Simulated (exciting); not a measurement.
**TaN: energy against volume and a worked fit**

The structure is cubic, space group Fm-3m (No. 225). Conventional cell: a = 4.358 Å, b = 4.358 Å, c = 4.358 Å, α = 90.00°, β = 90.00°, γ = 90.00°. Around Ta (site symmetry m-3m) lie 6 N at 2.18 Å. Around N (site symmetry m-3m) lie 6 Ta at 2.18 Å.

The cell was scaled at fixed shape and fractions and run with exciting, all-electron LAPW+lo, shipped species files, valence relativity iora*; PBEsol, k mesh 10 × 10 × 10 on the cell of 2 atoms, fermi-dirac occupations of 0.05 eV, no spin polarisation, no spin-orbit coupling. Energies are those that the program minimises, any entropy of the smearing included. For a metal such a mesh isn't converged to the digits shown.

```csv
V (Å³/atom),energy over the lowest row (meV/atom)
9.7252,66.99
9.9322,33.43
10.1391,11.94
10.3460,?
10.5529,0.00
10.7598,7.51
10.9668,22.87
```

Fit the third-order Birch-Murnaghan form, give V0, B0 and B′, and predict the energy left open.

With y = (V0/V)^(2/3), E = E0 + (9 V0 B0/16) [(y - 1)³ B′ + (y - 1)² (6 - 4y)]. Least squares through the rows shown give V0 = 10.4744 Å³/atom, E0 = -0.65 meV, B0 = 353.6 GPa (1 eV/Å³ = 160.218 GPa) and B′ = 4.42, with a largest miss of 0.03 meV. At V = 10.3460 the form with these constants gives 1.13 meV; the run gave 1.13 meV an atom.
